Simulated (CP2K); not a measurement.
Band structure of InCuS2 (I-42d, 8 atoms in the cell).

```
CELL_PARAMETERS angstrom
      6.92306     0.00000     0.00000
      2.35496     6.51022     0.00000
     -4.63901    -3.25511     3.97651
ATOMIC_POSITIONS crystal
  In 0.50000 0.50000 0.00000
  In 0.25000 0.75000 0.50000
  Cu 0.75000 0.25000 0.50000
  Cu 0.00000 0.00000 0.00000
  S  0.87500 0.90380 0.52880
  S  0.09620 0.62500 0.97120
  S  0.37500 0.34620 0.47120
  S  0.65380 0.12500 0.02880
```

Computed with CP2K 2026.2 with PBE, GPW, DZVP-MOLOPT-SR-GTH basis, GTH-PBE potentials (GTH_POTENTIALS).

Settings: CUTOFF = 600 Ry; REL_CUTOFF = 40 Ry; SMEAR/METHOD = GAUSSIAN; SIGMA = 0.136 eV; KPOINTS/SCHEME = MONKHORST-PACK 4 4 4; GAMMA_CENTERED = T; XC_FUNCTIONAL = PBE; In/BASIS_SET = DZVP-MOLOPT-SR-GTH-q13; In/POTENTIAL = GTH-PBE-q13; Cu/BASIS_SET = DZVP-MOLOPT-SR-GTH-q11; Cu/POTENTIAL = GTH-PBE-q11; S/BASIS_SET = DZVP-MOLOPT-SR-GTH-q6; S/POTENTIAL = GTH-PBE-q6; METHOD = GPW.

The starting cell comes from a database of computed structures (which also holds hypothetical and non-ambient phases and stackings), without a prior relaxation at this level. Its lattice was rescaled by a random factor within 2.5 % of one. Spin polarisation is off. Values carry the incompleteness of an atom-centred basis. The run gives no clean gap (levels at the Fermi energy touch, overlap or are partly filled at this smearing), which alone does not show that the compound is a metal.

Levels in eV from the Fermi level, bands 33 to 38:
```csv
point,33,34,35,36,37,38
Γ,-1.34,-0.20,-0.07,-0.07,-0.04,2.08
X,-0.74,-0.74,-0.43,-0.43,1.05,1.05
Y,-0.76,-0.76,-0.57,-0.57,1.26,1.26
S,-1.19,-0.89,-0.67,-0.55,1.86,2.06
Z,-1.03,-1.03,-0.75,-0.75,1.71,1.71
S1,-1.19,-0.89,-0.67,-0.55,1.86,2.06
N,-1.13,-1.03,-0.87,-0.46,1.83,2.22
P,-0.73,-0.73,-0.58,-0.58,1.27,1.27
Y1,-0.76,-0.76,-0.57,-0.57,1.26,1.26
```

Bands cross the Fermi level along this path, so the cell is metallic at this level.

Higher empty bands are left out: an atom-centred basis made for the valence describes them poorly.
